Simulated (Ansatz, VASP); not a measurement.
**One calculation of Os, 3 ways**

```
Os
1.0
     2.73410    0.00000    0.00000
    -1.36705    2.36780    0.00000
     0.00000    0.00000    4.31970
Os
2
Direct
  0.66667 0.33333 0.75000
  0.33333 0.66667 0.25000
```

Alike in all runs: task single point; functional PBE; k mesh 11 × 11 × 6; occupations gaussian, width 0.017 eV; no spin polarisation; no spin-orbit coupling. Pressure is positive in compression and, in plane waves, holds the error of the finite cutoff, which Ansatz's Pulay term estimates and takes out.

| program and potentials | plane-wave cutoff (eV) | notes | pressure (GPa) |
| --- | --- | --- | --- |
| Ansatz, Ansatz PAW | 420 | 16 valence electrons an atom on average; Pulay term of +0.09 GPa included | 8.76 |
| VASP, PBE PAW files Os, 520 eV | 520 | 8 valence electrons an atom on average | 8.80 |
| Ansatz, all-electron LAPW, scalar-relativistic | - | - | 8.74 |

The pressure spans 8.74 (Ansatz, all-electron LAPW, scalar-relativistic) to 8.80 GPa (VASP, PBE PAW files Os, 520 eV), with all-electron results at 8.74.

The functional is the same throughout but for its coding, so the spread measures potentials, basis and numerics; runs on potential files found faulty are left out.
